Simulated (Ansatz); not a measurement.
The cell below belongs to a search over invented structures; it isn't taken from experiment.

Input and command of a plane-wave DFT calculation in Ansatz:

```yaml
crystal:
  lattice:
    - [-1.4681776538, 1.965368072, 4.6394336288]
    - [1.4681776538, -1.965368072, 4.6394336288]
    - [1.4681776538, 1.965368072, -4.6394336288]
  atoms:
    - { symbol: Ga, position: [0.6543938291, 0.6543938291, 0.0] }
    - { symbol: Ga, position: [0.3456061709, 0.3456061709, 0.0] }
    - { symbol: O, position: [0.5, 0.0, 0.5] }
    - { symbol: O, position: [0.1988760114, 0.6988760114, 0.5] }
    - { symbol: O, position: [0.8011239886, 0.3011239886, 0.5] }
basis:
  ecutwfc: 420
kpoints:
  mp_grid: { grid: [12, 12, 12] }
hamiltonian:
  xc: pbe
scf:
  occupations: { method: gaussian, width: 0.02 }
output:
  forces: true
  stress: true
  eigenvalues: true
  write_density: true
  write_potential: true
  elf: true
  volumetric_format: npy
relax:
  adjacent_minimum: "off"
  f_tol: 0.01
  max_steps: 80
  cell: { stress_tol: 0.05 }
```

```bash
ansatz run input.yaml --threads 1 --pin off --max-ram 2560MiB --backend cpu --events-out ev --progress --plain --runs-dir out
```

Processor: Arm Neoverse V2, 1 thread, on a host shared with other jobs.

Q: How long does it run, and how much memory does it take?

A: About 110 s, peak memory 0.6 GiB. It solves 27 bands at 280 k points (after reduction by symmetry) with about 1049 plane waves (on the last cell), in 24 SCF iterations over 5 ionic steps.
